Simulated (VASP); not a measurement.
A run of VASP 6.6.1:

INCAR

```
  PREC = Accurate
  ENCUT = 520
  EDIFF = 1E-6
  ISMEAR = 0
  SIGMA = 0.1
  LREAL = F
  LASPH = T
  NELM = 100
  ALGO = Normal
  ISIF = 2
  LWAVE = F
  LCHARG = F
  GGA = PE
  IVDW = 12
  NBANDS = 10
```

File KPOINTS:

```
Automatic mesh
0
Gamma
  18 18 10
```

The input POSCAR:

```
Al
1.0
    2.8038236389      0.0000000000      0.0000000000
   -1.4019118194      2.4281824990      0.0000000000
    0.0000000000      0.0000000000      4.6763984501
Al
2
Direct
    0.6666666667      0.3333333333      0.7500000000
    0.3333333333      0.6666666667      0.2500000000
```

Potentials or basis: VASP PAW PBE potentials, release 64 (Al).

Run with:

```console
$ cat potpaw_PBE.64/Al/POTCAR > POTCAR
$ mpirun -np 1 vasp_std > vasp.out
```

Hardware: 1 thread of Intel(R) Xeon(R) Platinum 8488C (Sapphire Rapids) (shared host).

Task: Estimate the wall time of this run.

Result: Wall time 25 s on 1 thread of Intel(R) Xeon(R) Platinum 8488C (Sapphire Rapids) (shared host), peak memory 0.2 GiB. Counts: scf iterations 10, k points 222.
